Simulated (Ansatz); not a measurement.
**Phonon dispersion of AlCu$_{3}$ at 1.02 times its equilibrium volume**

Computed with DFT PBEsol, scalar-relativistic, plane waves, PAW (Ansatz). Cutoff 420 eV, 12×12×12 k-points (Γ-centred), Fermi-Dirac smearing of 0.15 eV. No spin polarisation. Phonons by linear response, acoustic sum rule imposed.

The cell, relaxed in shape and atoms at 1.02 times its equilibrium volume:
```
CELL_PARAMETERS angstrom
3.65648 0.00000 0.00000
0.00000 3.65648 0.00000
0.00000 0.00000 3.65648
ATOMIC_POSITIONS crystal
Al 0.00000 0.00000 0.00000
Cu 0.50000 0.50000 0.00000
Cu 0.50000 0.00000 0.50000
Cu 0.00000 0.50000 0.50000
```

In a metal, frequencies and elastic constants depend on the k mesh and the smearing, soft modes and shear constants most. Some empty bands missed the eigensolver's threshold. The q mesh is coarse, so values between its points are rough.

Force constants from linear response on a 2×2×2 q mesh.

(1) Is the structure dynamically stable on the q mesh?

(2) Give the frequencies (cm⁻¹) at the points of high symmetry.

Results:

(1) Yes, on this mesh: no mode is imaginary.

(2)
```csv
point,q,frequencies
X,0.000 0.500 0.000,122 122 134 134 149 156 175 190 190 275 275 283
M,0.500 0.500 0.000,112 123 130 130 152 152 152 199 201 267 290 290
R,0.500 0.500 0.500,110 110 125 125 125 134 134 134 232 302 302 302
```

Whether AlCu3 exists in this form wasn't checked.

Cost: 1 run of about 25 core-minutes, on Arm Neoverse V1 (shared hosts).